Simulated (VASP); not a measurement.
Runs of VASP 6.6.1 on TiO2. It takes space group P4_2/mnm (No. 136, tetragonal). The conventional cell has a = 4.600 Å, b = 4.600 Å, c = 2.959 Å, α = 90.00°, β = 90.00°, γ = 90.00°. Around Ti (site symmetry mmm) lie 6 O at 1.95 to 1.98 Å. O (site symmetry m2m) has 3 Ti at 1.95 to 1.98 Å as nearest neighbours. The cell is a database's computed one.

```tsv
level	gap on the mesh (eV)	pressure (GPa)	relaxed volume (Å³/atom)
optB88-vdW	1.80	0.1	10.57
optB86b-vdW	1.81	0.0	(b)
vdW-DF-cx	1.82	0.0	10.41
rev-vdW-DF2	1.80	0.0	10.51
optPBE-vdW	1.80	0.1	10.71
vdW-DF2	(c)	0.0	(d)
vdW-DF	1.79	0.1	10.95
BEEF-vdW	1.81	0.0	(a)
```

Alike in all rows: task relaxation of cell and atoms; potentials or basis VASP PAW PBE potentials, release 64 (Ti_sv, O); no spin polarisation; cell relaxed; k mesh 6 × 6 × 9; cutoff (eV) 600; smearing fermi-dirac 0.05 eV.

Problem. Estimate the missing entries.

Solution. (a) 10.76; (b) 10.49; (c) 1.71; (d) 11.09.

Caveats: the PAW data sets were made with another functional, which shifts forces and pressure a little; an odd mesh through Γ misses points on the zone boundary, where band edges often lie.

Runs at the PBE level aren't shown here.
